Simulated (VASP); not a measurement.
# From one sheet to two: InSe monolayer, part 5 of 8

What are the lattice, gap and band positions of InSe monolayer, and what does a second sheet change?

VASP 6.6.1, plane waves and PAW; the level of theory is named at each step.

So far, least gap on mesh and path (eV): step 4 (vacuum level and density of states) 2.03.

### 7. With spin-orbit coupling

This step: r2SCAN with rVV10, spin-orbit coupling; plane waves and PAW (In, Se) (VASP 6.6.1).

For heavy elements spin-orbit coupling shifts the highest filled levels.

The input, INCAR:

```
SYSTEM = InSe
PREC = Normal
ENCUT = 350
EDIFF = 1E-06
NELM = 120
ISMEAR = 0
SIGMA = 0.03
LREAL = .FALSE.
ALGO = Normal
METAGGA = R2SCAN
LUSE_VDW = .TRUE.
IVDW_NL = 2
BPARAM = 11.95
CPARAM = 0.0093
LASPH = .TRUE.
LNONCOLLINEAR = .TRUE.
MAGMOM = 0 0 0 0 0 0 0 0 0 0 0 0
NBANDS = 30
GGA_COMPAT = .FALSE.
LSORBIT = .TRUE.
LWAVE = .FALSE.
LCHARG = .FALSE.
KPAR = 4
IDIPOL = 3
LDIPOL = .TRUE.
DIPOL = 0.5 0.5 0.5
```

The input, POSCAR:

```
InSe
1.0
    4.0219178304      0.0000000000      0.0000000000
   -2.0109589152      3.4830830130      0.0000000000
    0.0000000000      0.0000000000     22.0000000000
In Se
2 2
Direct
    0.3333333333      0.6666666667      0.4368861670
    0.3333333333      0.6666666667      0.5631138330
    0.6666666667      0.3333333333      0.3786062281
    0.6666666667      0.3333333333      0.6213937719
```

The input, KPOINTS:

```
Automatic mesh
0
Gamma
9 9 1
0 0 0
```

The input, KPOINTS_OPT:

```
Line mode
14
Line-mode
Reciprocal
  0.00000000   0.00000000   0.00000000 GAMMA
  0.50000000   0.00000000   0.00000000 M

  0.50000000   0.00000000   0.00000000 M
  0.33333333   0.33333333   0.00000000 K

  0.33333333   0.33333333   0.00000000 K
  0.00000000   0.00000000   0.00000000 GAMMA
```

PAW data sets: In and Se (PBE family, release 64).

Command:

```console
$ mpirun -np 4 vasp_ncl
```

The log of the run:

```text
[... set-up lines as in an earlier step ...]
 entering main loop
       N       E                     dE             d eps       ncg     rms          rms(c)
Total rVV10 correction in eV:      0.7604536    30.7704807
Total rVV10 correction in eV:      0.7604536    30.7704807
Total rVV10 correction in eV:      0.7604536    30.7704807
Total rVV10 correction in eV:      0.7604536    30.7704807
DAV:   1     0.429767889707E+02    0.42977E+02   -0.44117E+03  1148   0.619E+02
DAV:   2    -0.617042978765E+02   -0.10468E+03   -0.10089E+03  1614   0.137E+02
DAV:   3    -0.777218079633E+02   -0.16018E+02   -0.15845E+02  1480   0.585E+01
DAV:   4    -0.782214961070E+02   -0.49969E+00   -0.49841E+00  1394   0.126E+01
DAV:   5    -0.782321755718E+02   -0.10679E-01   -0.10675E-01  1494   0.175E+00    0.642E+00
Total rVV10 correction in eV:      0.7734029    30.7705415
Total rVV10 correction in eV:      0.7734029    30.7705415
Total rVV10 correction in eV:      0.7734029    30.7705415
Total rVV10 correction in eV:      0.7734029    30.7705415
DAV:   6    -0.756667637500E+02    0.25654E+01   -0.13247E+00  1342   0.683E+00    0.449E+00
Total rVV10 correction in eV:      0.7832343    30.7704723
Total rVV10 correction in eV:      0.7832343    30.7704723
Total rVV10 correction in eV:      0.7832343    30.7704723
Total rVV10 correction in eV:      0.7832343    30.7704723
DAV:   7    -0.756960889943E+02   -0.29325E-01   -0.44926E-01  1386   0.328E+00    0.126E+00
Total rVV10 correction in eV:      0.7848424    30.7704711
Total rVV10 correction in eV:      0.7848424    30.7704711
Total rVV10 correction in eV:      0.7848424    30.7704711
Total rVV10 correction in eV:      0.7848424    30.7704711
DAV:   8    -0.756941318057E+02    0.19572E-02   -0.16276E-02  1390   0.868E-01    0.671E-01
Total rVV10 correction in eV:      0.7859078    30.7704711
Total rVV10 correction in eV:      0.7859078    30.7704711
Total rVV10 correction in eV:      0.7859078    30.7704711
Total rVV10 correction in eV:      0.7859078    30.7704711
DAV:   9    -0.756957425398E+02   -0.16107E-02   -0.58399E-03  1350   0.387E-01    0.308E-01
Total rVV10 correction in eV:      0.7881745    30.7704711
Total rVV10 correction in eV:      0.7881745    30.7704711
Total rVV10 correction in eV:      0.7881745    30.7704711
Total rVV10 correction in eV:      0.7881745    30.7704711
DAV:  10    -0.756967703624E+02   -0.10278E-02   -0.12182E-03  1258   0.246E-01    0.945E-02
Total rVV10 correction in eV:      0.7884974    30.7704711
Total rVV10 correction in eV:      0.7884974    30.7704711
Total rVV10 correction in eV:      0.7884974    30.7704711
Total rVV10 correction in eV:      0.7884974    30.7704711
DAV:  11    -0.756970096780E+02   -0.23932E-03   -0.12201E-04  1460   0.628E-02    0.405E-02
Total rVV10 correction in eV:      0.7890986    30.7704711
Total rVV10 correction in eV:      0.7890986    30.7704711
[...]
Total rVV10 correction in eV:      0.7895148    30.7704939
Total rVV10 correction in eV:      0.7895148    30.7704939
Total rVV10 correction in eV:      0.7895148    30.7704939
Total rVV10 correction in eV:      0.7895148    30.7704939
DAV: 120    -0.756981032471E+02    0.11691E-03   -0.37320E-04  1140   0.230E-01
 -----------------------------------------------------------------------------
|                                                                             |
|           W    W    AA    RRRRR   N    N  II  N    N   GGGG   !!!           |
|           W    W   A  A   R    R  NN   N  II  NN   N  G    G  !!!           |
|           W    W  A    A  R    R  N N  N  II  N N  N  G       !!!           |
|           W WW W  AAAAAA  RRRRR   N  N N  II  N  N N  G  GGG   !            |
|           WW  WW  A    A  R   R   N   NN  II  N   NN  G    G                |
|           W    W  A    A  R    R  N    N  II  N    N   GGGG   !!!           |
|                                                                             |
|     The electronic self-consistency was not achieved in the given           |
|     number of steps (NELM). The forces and other quantities evaluated       |
|     might not be reliable so examine the results carefully. If you find     |
|     spurious results, we suggest increasing NELM, if you were close to      |
|     convergence or switching to a different ALGO or adjusting the           |
|     density mixing parameters otherwise.                                    |
|                                                                             |
 -----------------------------------------------------------------------------

Total rVV10 correction in eV:      0.7895186    30.7704749
Total rVV10 correction in eV:      0.7895186    30.7704749
Total rVV10 correction in eV:      0.7895186    30.7704749
Total rVV10 correction in eV:      0.7895186    30.7704749
Total rVV10 correction in eV:      0.7895090    30.7704904
Total rVV10 correction in eV:      0.7895090    30.7704904
Total rVV10 correction in eV:      0.7895090    30.7704904
Total rVV10 correction in eV:      0.7895090    30.7704904
   1 F= -.75698103E+02 E0= -.75698103E+02  d E =-.796296E-16  mag=     0.0000     0.0000     0.0000
 Start KPOINTS_OPT (optional k-point list driver)
k-point batch [1-19\42]
       N       E                     dE             ncg
DAV:   1    -0.393937107911E+03   -0.52732E+04     1156
DAV:   2    -0.234530008055E+04   -0.19514E+04     1660
DAV:   3    -0.263278247319E+04   -0.28748E+03     1408
DAV:   4    -0.264180272029E+04   -0.90202E+01     1392
DAV:   5    -0.264202277318E+04   -0.22005E+00     1470
DAV:   6    -0.264202991709E+04   -0.71439E-02     1436
DAV:   7    -0.264203025072E+04   -0.33363E-03     1518
DAV:   8    -0.264203026671E+04   -0.15995E-04     1404
DAV:   9    -0.264203026760E+04   -0.88891E-06     1164
[...]
k-point batch [39-42\42]
       N       E                     dE             ncg
DAV:   1     0.545223225876E+04   -0.13572E+03      248
DAV:   2     0.507378182375E+04   -0.37845E+03      368
DAV:   3     0.500819962148E+04   -0.65582E+02      298
DAV:   4     0.500635546808E+04   -0.18442E+01      352
DAV:   5     0.500630337174E+04   -0.52096E-01      324
DAV:   6     0.500630152451E+04   -0.18472E-02      344
DAV:   7     0.500630144385E+04   -0.80658E-04      326
DAV:   8     0.500630143996E+04   -0.38898E-05      304
DAV:   9     0.500630143970E+04   -0.26349E-06      262
```

The job ended after 18 min (4 MPI ranks of Intel Xeon 6975P-C (Granite Rapids), shared host; peak memory 2.9 GiB).

Parts of OUTCAR (step 7):

```text
 k-point     1 :       0.0000    0.0000    0.0000
  band No.  band energies     occupation
    ...
     14      -3.5623      1.00000
     15      -3.4852      1.00000
     16      -3.4852      1.00000
     17      -3.1677      1.00000
     18      -3.1677      1.00000
     19      -1.1239      0.00000
     20      -1.1239      0.00000
     21       0.1510      0.00000
     22       0.1510      0.00000
     23       2.0664      0.00000
    ...

  Total        0.0055681      0.0055681      0.0587425      0.0000000      0.0000000      0.0000000
  in kB        0.0289467      0.0289467      0.3053819      0.0000000      0.0000000      0.0000000
  external PRESSURE =       0.1210918 kB  Pullay stress =       0.0000000 kB

 POSITION                                       TOTAL-FORCE (eV/Angst)
 -----------------------------------------------------------------------------------
     -0.00000      2.32206      9.61150        -0.000000      0.000000      0.002330
     -0.00000      2.32206     12.38850        -0.000000     -0.000000     -0.002330
      2.01096      1.16103      8.32934         0.000000     -0.000000     -0.016877
      2.01096      1.16103     13.67066         0.000000     -0.000000      0.016877
 -----------------------------------------------------------------------------------
    total drift:                               -0.000002      0.000001     -0.000000

  FREE ENERGIE OF THE ION-ELECTRON SYSTEM (eV)
  ---------------------------------------------------
  free  energy   TOTEN  =       -75.6981032471 eV

  energy  without entropy=      -75.6981032471  energy(sigma->0) =      -75.69810325

 vacuum level on the upper side and lower side of the slab         3.123         3.123

 Spin-Orbit-Coupling matrix elements
 Ion:    1  E_soc:     -0.0308408
 Ion:    2  E_soc:     -0.0308408
 Ion:    3  E_soc:     -0.0387227
 Ion:    4  E_soc:     -0.0387227

[... 7 parts as in an earlier step ...]

[... 12 further parts left out ...]
[key lines of the parts left out:]
E-fermi :  -2.9692
```

The electronic loop did not meet EDIFF within NELM cycles, so this run is left out of the comparison.

### 8. A rigid stacking

This step: r2SCAN with rVV10; plane waves and PAW (In, Se) (VASP 6.6.1).

System of this step: bilayer of InSe monolayer. The cell holds 8 atoms: 4 In and 4 Se. Cell: a = 4.022 Å, b = 4.022 Å, c = 30.783 Å, α = 90.0°, β = 90.0°, γ = 120.0°. upper sheet same orientation, shifted by (0.00, 0.00). Vacuum lies along c.

Two rigid sheets are set at a typed distance in several high-symmetry stackings, to find where to start. The upper sheet is shifted or turned in the plane and never flipped over.

Changes to INCAR since step 7:

```diff
@@ -3,3 +3,3 @@
 ENCUT = 350
-EDIFF = 1E-06
+EDIFF = 1E-05
 NELM = 120
@@ -15,7 +15,4 @@
 LASPH = .TRUE.
-LNONCOLLINEAR = .TRUE.
-MAGMOM = 0 0 0 0 0 0 0 0 0 0 0 0
-NBANDS = 30
-GGA_COMPAT = .FALSE.
-LSORBIT = .TRUE.
+NBANDS = 26
+LORBIT = 11
 LWAVE = .FALSE.
```

The input, POSCAR:

```
InSe
1.0
    4.0219178304      0.0000000000      0.0000000000
   -2.0109589152      3.4830830130      0.0000000000
    0.0000000000      0.0000000000     30.7826519272
In Se
4 4
Direct
    0.3333333300      0.6666666700      0.3177815400
    0.3333333300      0.6666666700      0.4079949800
    0.3333333300      0.6666666700      0.5920050200
    0.3333333300      0.6666666700      0.6822184600
    0.6666666700      0.3333333300      0.2761295600
    0.6666666700      0.3333333300      0.4496469600
    0.6666666700      0.3333333300      0.5503530400
    0.6666666700      0.3333333300      0.7238704400
```

KPOINTS is that of step 7.

Command:

```console
$ mpirun -np 4 vasp_std
```

The log of the run:

```text
[banner, memory and clock lines left out]
running    4 mpi-ranks, on    1 nodes
 distrk:  each k-point on    1 cores,    4 groups
 distr:  one band on    1 cores,    1 groups

 POSCAR found type information on POSCAR InSe
 POSCAR found :  2 types and       8 ions
 [... a notice as in an earlier step ...]

 [... a notice as in an earlier step ...]

 LDA part: xc-table for (None), standard interpolation
 POSCAR, INCAR and KPOINTS ok, starting setup
 FFT: planning ... GRIDC
 FFT: planning ... GRID_SOFT
 FFT: planning ... GRID
 WAVECAR not read
 entering main loop
       N       E                     dE             d eps       ncg     rms          rms(c)
Total rVV10 correction in eV:      1.3498335    61.5409546
Total rVV10 correction in eV:      1.3498335    61.5409546
Total rVV10 correction in eV:      1.3498335    61.5409546
Total rVV10 correction in eV:      1.3498335    61.5409546
DAV:   1     0.759204214320E+02    0.75920E+02   -0.96643E+03   624   0.754E+02
DAV:   2    -0.128506706572E+03   -0.20443E+03   -0.19768E+03   858   0.158E+02
DAV:   3    -0.155505765948E+03   -0.26999E+02   -0.26798E+02   816   0.631E+01
DAV:   4    -0.156288019222E+03   -0.78225E+00   -0.78058E+00   778   0.126E+01
DAV:   5    -0.156310189444E+03   -0.22170E-01   -0.22156E-01   864   0.194E+00    0.923E+00
Total rVV10 correction in eV:      1.3798245    61.5410008
Total rVV10 correction in eV:      1.3798245    61.5410008
Total rVV10 correction in eV:      1.3798245    61.5410008
Total rVV10 correction in eV:      1.3798245    61.5410008
DAV:   6    -0.151116761970E+03    0.51934E+01   -0.31661E+00   702   0.804E+00    0.654E+00
Total rVV10 correction in eV:      1.4082746    61.5409439
Total rVV10 correction in eV:      1.4082746    61.5409439
Total rVV10 correction in eV:      1.4082746    61.5409439
Total rVV10 correction in eV:      1.4082746    61.5409439
DAV:   7    -0.151177763084E+03   -0.61001E-01   -0.10836E+00   740   0.406E+00    0.134E+00
Total rVV10 correction in eV:      1.4085714    61.5409490
Total rVV10 correction in eV:      1.4085714    61.5409490
Total rVV10 correction in eV:      1.4085714    61.5409490
Total rVV10 correction in eV:      1.4085714    61.5409490
DAV:   8    -0.151166203376E+03    0.11560E-01   -0.68415E-02   794   0.124E+00    0.776E-01
Total rVV10 correction in eV:      1.4148039    61.5409436
Total rVV10 correction in eV:      1.4148039    61.5409436
Total rVV10 correction in eV:      1.4148039    61.5409436
Total rVV10 correction in eV:      1.4148039    61.5409436
DAV:   9    -0.151170712855E+03   -0.45095E-02   -0.17221E-02   744   0.605E-01    0.198E-01
Total rVV10 correction in eV:      1.4166808    61.5409436
Total rVV10 correction in eV:      1.4166808    61.5409436
Total rVV10 correction in eV:      1.4166808    61.5409436
Total rVV10 correction in eV:      1.4166808    61.5409436
DAV:  10    -0.151170750485E+03   -0.37631E-04   -0.15057E-03   878   0.179E-01    0.100E-01
Total rVV10 correction in eV:      1.4178776    61.5409436
Total rVV10 correction in eV:      1.4178776    61.5409436
Total rVV10 correction in eV:      1.4178776    61.5409436
Total rVV10 correction in eV:      1.4178776    61.5409436
DAV:  11    -0.151171145657E+03   -0.39517E-03   -0.49060E-04   762   0.101E-01    0.306E-02
Total rVV10 correction in eV:      1.4183758    61.5409436
Total rVV10 correction in eV:      1.4183758    61.5409436
Total rVV10 correction in eV:      1.4183758    61.5409436
Total rVV10 correction in eV:      1.4183758    61.5409436
DAV:  12    -0.151171231962E+03   -0.86306E-04   -0.41827E-05   764   0.393E-02    0.105E-02
Total rVV10 correction in eV:      1.4185800    61.5409436
Total rVV10 correction in eV:      1.4185800    61.5409436
Total rVV10 correction in eV:      1.4185800    61.5409436
Total rVV10 correction in eV:      1.4185800    61.5409436
DAV:  13    -0.151171347582E+03   -0.11562E-03   -0.25199E-05   676   0.224E-02    0.630E-03
Total rVV10 correction in eV:      1.4189412    61.5409436
Total rVV10 correction in eV:      1.4189412    61.5409436
Total rVV10 correction in eV:      1.4189412    61.5409436
Total rVV10 correction in eV:      1.4189412    61.5409436
DAV:  14    -0.151171495262E+03   -0.14768E-03   -0.37647E-05   686   0.358E-02    0.364E-03
Total rVV10 correction in eV:      1.4190926    61.5409436
Total rVV10 correction in eV:      1.4190926    61.5409436
Total rVV10 correction in eV:      1.4190926    61.5409436
Total rVV10 correction in eV:      1.4190926    61.5409436
DAV:  15    -0.151171590596E+03   -0.95333E-04   -0.20551E-05   574   0.259E-02    0.294E-03
Total rVV10 correction in eV:      1.4192022    61.5409436
Total rVV10 correction in eV:      1.4192022    61.5409436
Total rVV10 correction in eV:      1.4192022    61.5409436
Total rVV10 correction in eV:      1.4192022    61.5409436
DAV:  16    -0.151171654271E+03   -0.63676E-04   -0.19927E-05   536   0.209E-02    0.196E-03
Total rVV10 correction in eV:      1.4192708    61.5409437
Total rVV10 correction in eV:      1.4192708    61.5409437
Total rVV10 correction in eV:      1.4192708    61.5409437
Total rVV10 correction in eV:      1.4192708    61.5409437
DAV:  17    -0.151171688246E+03   -0.33975E-04   -0.39725E-05   564   0.276E-02    0.126E-03
Total rVV10 correction in eV:      1.4193099    61.5409453
Total rVV10 correction in eV:      1.4193099    61.5409453
Total rVV10 correction in eV:      1.4193099    61.5409453
Total rVV10 correction in eV:      1.4193099    61.5409453
DAV:  18    -0.151171701471E+03   -0.13225E-04   -0.40951E-05   604   0.204E-02    0.808E-04
Total rVV10 correction in eV:      1.4193224    61.5409581
Total rVV10 correction in eV:      1.4193224    61.5409581
Total rVV10 correction in eV:      1.4193224    61.5409581
Total rVV10 correction in eV:      1.4193224    61.5409581
DAV:  19    -0.151171714438E+03   -0.12967E-04   -0.15600E-06   546   0.621E-03    0.328E-04
Total rVV10 correction in eV:      1.4193344    61.5409544
Total rVV10 correction in eV:      1.4193344    61.5409544
Total rVV10 correction in eV:      1.4193344    61.5409544
Total rVV10 correction in eV:      1.4193344    61.5409544
DAV:  20    -0.151171725226E+03   -0.10788E-04   -0.67701E-07   492   0.484E-03    0.292E-04
Total rVV10 correction in eV:      1.4193382    61.5409551
Total rVV10 correction in eV:      1.4193382    61.5409551
Total rVV10 correction in eV:      1.4193382    61.5409551
Total rVV10 correction in eV:      1.4193382    61.5409551
DAV:  21    -0.151171729762E+03   -0.45356E-05   -0.22198E-07   446   0.300E-03
Total rVV10 correction in eV:      1.4193404    61.5409497
Total rVV10 correction in eV:      1.4193404    61.5409497
Total rVV10 correction in eV:      1.4193404    61.5409497
Total rVV10 correction in eV:      1.4193404    61.5409497
Total rVV10 correction in eV:      1.4193394    61.5409512
Total rVV10 correction in eV:      1.4193394    61.5409512
Total rVV10 correction in eV:      1.4193394    61.5409512
Total rVV10 correction in eV:      1.4193394    61.5409512
   1 F= -.15117173E+03 E0= -.15117173E+03  d E =-.882634E-11
```

Wall time 73 s (4 MPI ranks); peak memory 1.7 GiB.

From OUTCAR (step 8):

```text
   k-points           NKPTS =     12   k-points in BZ     NKDIM =     12   number of bands    NBANDS=     26

   ENCUT  =  350.0 eV  25.72 Ry    5.07 a.u.   6.14  6.14 46.96*2*pi/ulx,y,z

   NELECT =      36.0000    total number of electrons

 E-fermi :  -1.0658

 k-point     1 :       0.0000    0.0000    0.0000
  band No.  band energies     occupation
    ...
     14      -2.2832      2.00000
     15      -2.2832      2.00000
     16      -2.2476      2.00000
     17      -2.2476      2.00000
     18      -1.2649      2.00000
     19      -0.0159      0.00000
     20       0.6767      0.00000
     21       1.3235      0.00000
     22       1.5649      0.00000
     23       3.5287      0.00000
    ...

  Total        0.1826769      0.1826769      3.2336649      0.0000000      0.0000000     -0.0000000
  in kB        0.6787206      0.6787206     12.0144126      0.0000000      0.0000000     -0.0000000
  external PRESSURE =       4.4572846 kB  Pullay stress =       0.0000000 kB

 POSITION                                       TOTAL-FORCE (eV/Angst)
 -----------------------------------------------------------------------------------
     -0.00000      2.32206      9.78216         0.000000     -0.000000     -0.021094
     -0.00000      2.32206     12.55917         0.000000     -0.000000     -0.192353
     -0.00000      2.32206     18.22348         0.000000     -0.000000      0.192353
     -0.00000      2.32206     21.00049         0.000000     -0.000000      0.021094
      2.01096      1.16103      8.50000         0.000000      0.000000     -0.012888
      2.01096      1.16103     13.84133         0.000000     -0.000000     -0.571391
      2.01096      1.16103     16.94133        -0.000000     -0.000000      0.571391
      2.01096      1.16103     22.28265        -0.000000      0.000000      0.012888
 -----------------------------------------------------------------------------------
    total drift:                               -0.000048      0.000028      0.000000

  FREE ENERGIE OF THE ION-ELECTRON SYSTEM (eV)
  ---------------------------------------------------
  free  energy   TOTEN  =      -151.1717297617 eV

  energy  without entropy=     -151.1717297617  energy(sigma->0) =     -151.17172976

 vacuum level on the upper side and lower side of the slab         4.018         4.018

[... 3 parts as in an earlier step ...]

[... 13 further parts left out ...]
```

This step gave:

- electronic steps: 21
- electrons: 36
- free energy (TOTEN): -151.1717 eV
- Fermi energy: -1.066 eV
- dipole moment: 0, 0, 0 e·Å
- gap on the k-mesh: 1.180 eV
- least direct gap on the k-mesh: 1.249 eV

Force by atom:

| atom | x (eV/Å) | y (eV/Å) | z (eV/Å) | size |
| --- | --- | --- | --- | --- |
| In1 | 0.000 | 0.000 | -0.021 | 0.021 |
| In2 | 0.000 | 0.000 | -0.192 | 0.192 |
| In3 | 0.000 | 0.000 | 0.192 | 0.192 |
| In4 | 0.000 | 0.000 | 0.021 | 0.021 |
| Se5 | 0.000 | 0.000 | -0.013 | 0.013 |
| Se6 | 0.000 | 0.000 | -0.571 | 0.571 |
| Se7 | 0.000 | 0.000 | 0.571 | 0.571 |
| Se8 | 0.000 | 0.000 | 0.013 | 0.013 |

Energy at zero smearing: -151.17173 eV.

(Continued in part 6 of 8.)

[Lines on the potential files, build, host, timing and source positions are cut from VASP's logs without a mark.]

[Logs are printed without paths, hosts, clocks, repeated set-up lines and the standing remarks that a program may print on its own settings, such as how far it seeks lower states.]

[Hosts, paths, dates, database ids (printed as entryN), source tags and the programs' standing remarks are cut or masked in the printed files.]

[Runs that stopped without an error message from VASP are left out.]
